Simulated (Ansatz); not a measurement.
**Run times of several calculations on SiC with carbon replacing Si**

SiC with carbon replacing Si, neutral cell. Cell: 48 atoms, space group P1, a = 6.152 Å, b = 9.228 Å, c = 10.096 Å, α = 90.00°, β = 90.00°, γ = 120.00°.

All runs are DFT with Ansatz 0.2.0 on 1 thread of Arm Neoverse V1 (aarch64; 8 cores open to the job, memory cap 3.0 GiB, no GPU), a shared host.

Question: Rank the runs by wall time, shortest first.
A. relaxation of the ions, PBE, 420 eV, 4×3×2 k-points, smearing 0.01 eV
B. single point, PBE, 420 eV, 4×3×2 k-points, smearing 0.01 eV
C. single point at relaxed positions, r2SCAN, 500 eV, 4×3×2 k-points, smearing 0.01 eV

Answer: B (3.2 min, 1.2 GiB), C (7 min, 2 GiB), A (13 min, 1.3 GiB).
